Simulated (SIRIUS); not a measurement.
A run of SIRIUS 7.12.0:

sirius.json

```json
{
  "control": {
    "processing_unit": "cpu",
    "verbosity": 2,
    "num_bands_to_print": 27,
    "print_forces": true,
    "print_stress": true
  },
  "parameters": {
    "electronic_structure_method": "pseudopotential",
    "xc_functionals": ["XC_GGA_X_PBE_SOL", "XC_GGA_C_PBE_SOL"],
    "gk_cutoff": 9.2,
    "pw_cutoff": 18.4,
    "ngridk": [5, 5, 3],
    "shiftk": [0, 0, 0],
    "smearing": "fermi_dirac",
    "smearing_width": 0.0018374661,
    "num_bands": 27,
    "num_mag_dims": 0,
    "num_dft_iter": 100,
    "energy_tol": 1e-08,
    "density_tol": 1e-06
  },
  "iterative_solver": {
    "type": "davidson",
    "min_tolerance": 1e-10
  },
  "mixer": {
    "type": "anderson",
    "beta": 0.7,
    "max_history": 8
  },
  "settings": {
    "tol_ne": 1e-10,
    "pseudo_grid_cutoff": 6.5
  },
  "unit_cell": {
    "lattice_vectors": [
      [6.00932907631, 0.0, 0.0],
      [-3.004664538155, 5.20423163972, 0.0],
      [0.0, 0.0, 9.762325159817]
    ],
    "atom_coordinate_units": "lattice",
    "atom_types": ["Ga", "N"],
    "atom_files": {
      "N": "N.json",
      "Ga": "Ga.json"
    },
    "atoms": {
      "Ga": [
        [0.6666666667, 0.3333333333, 0.5],
        [0.3333333333, 0.6666666667, 0.0]
      ],
      "N": [
        [0.6666666667, 0.3333333333, 0.875],
        [0.3333333333, 0.6666666667, 0.375]
      ]
    }
  }
}
```

Potentials or basis: PseudoDojo 0.4.1 PBE standard (scalar relativistic).

Command:

```console
$ upf_to_json N.upf
$ upf_to_json Ga.upf
$ OMP_NUM_THREADS=1 sirius.scf --input=sirius.json --output=out.json --task=0
```

Hardware: 1 thread of Intel(R) Xeon(R) Platinum 8488C (Sapphire Rapids), on a shared host.

Estimate the wall time of this run.

It took 24 s on 1 thread of Intel(R) Xeon(R) Platinum 8488C (Sapphire Rapids) (shared host), peak memory 0.22 GiB. Counts: scf iterations 15, k points 10, plane waves 3995, bands 27.
